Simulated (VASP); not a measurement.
TaN:

```
CELL_PARAMETERS angstrom
0.00000 2.21132 2.21132
2.21132 0.00000 2.21132
2.21132 2.21132 0.00000
ATOMIC_POSITIONS crystal
Ta 0.50000 0.50000 0.50000
N 0.00000 0.00000 0.00000
```

The cell comes from a database or a generator and needn't be the stable form of this composition.

Base run:

- Program: VASP 6.6.1
- Functional: PBE
- Potentials or basis: VASP PAW PBE potentials, release 64 (Ta_pv, N)
- Cutoff: 520 eV
- k mesh: 10 × 10 × 10
- Occupations: fermi-dirac, width 0.05 eV
- Spin: no spin polarisation

Its results: band gap on the k mesh none (metal or under the smearing width); pressure -0.6 GPa.

Problem. The run is repeated on the same cell with these changes: functional from PBE to PBEsol. What comes out?

Solution. Band gap on the k mesh none (metal or under the smearing width); pressure -9.9 GPa.

PBEsol binds more tightly than PBE, so the same cell stands under less pressure.

Caveats: the PAW data sets were made with another functional, which shifts forces and pressure a little (some runs).

Not every run made on this cell is shown here.
